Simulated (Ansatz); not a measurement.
AlN (P6_3mc): several responses side by side

The conventional cell has a = 3.114 Å, b = 3.114 Å, c = 4.983 Å, α = 90.00°, β = 90.00°, γ = 120.00°. Al (atom 1) has 4 N at 1.89 to 1.90 Å as nearest neighbours. N (atom 3) has 4 Al at 1.89 to 1.90 Å as nearest neighbours.

Ansatz runs use the cell relaxed by PAW under their functional.

Problem. What are its gap and electron mass? (PBEsol, all-electron LAPW in Ansatz 0.2.0, scalar-relativistic; a = 3.114, c = 4.983 Å; k mesh 8×8×6, fixed occupations, basis error target 1 meV/atom)

Solution. Kohn-Sham band edges (the gap between refined extrema, the direct gap on the fine mesh): gap = 4.11 eV, least direct gap = 4.11 eV, electron conductivity mass = 0.296 mₑ, ε∞ without local fields (PAW) = 4.75.

Problem. How stiff is it? (PBEsol, all-electron LAPW in Ansatz 0.2.0, scalar-relativistic; a = 3.114, c = 4.984 Å; k mesh 8×8×4, strains of ±0.008, fixed occupations, basis error target 1 meV/atom)

Solution. Elastic moduli (Hill averages, relaxed ions; θ_D from sound speeds over directions): B = 200 GPa, G = 119 GPa, C11 = 378 GPa, C33 = 353 GPa, C44 = 111 GPa, ν = 0.251, θ_D = 915 K.

Problem. How does it vibrate? (PBEsol, all-electron LAPW in Ansatz 0.2.0, scalar-relativistic; a = 3.114, c = 4.983 Å; k mesh 8×8×4, fixed occupations, basis error target 1 meV/atom; q mesh 1×1×1)

Solution. Harmonic phonons by finite displacements (no LO-TO term; negative means unstable): highest mode = 712 cm⁻¹, lowest optical at Γ = 235 cm⁻¹.

Problem. How does it screen a field? (PBEsol, PAW on Ansatz 0.2.0's default frozen-core files (fitted under PBE), scalar-relativistic; a = 3.114, c = 4.983 Å; k mesh 8×8×4, fixed occupations, cutoff 420 eV)

Solution. Dielectric response and Born charges by linear response (direction means): ε∞ = 4.57, largest |Z*| = 2.58 e, ε₀ = 8.7.

Problem. How much do local fields and the kernel change ε∞?

Solution. From 4.75 (independent particles) to 4.57 (linear response), -4 %. The two sums use different k meshes, so a part of a few per cent can be the mesh's.

Keep in mind: semilocal gaps are low, and light masses and ε∞ follow the gap (band edges); constants at zero field, no piezoelectric stiffening (moduli); zone-boundary modes aren't tested (phonons, field response); frozen-core PAW files fitted under PBE, their cores solved anew for the functional of the run (field response); field response not resolved by the mesh (field response); semilocal gaps are low, so ε∞ comes out large.
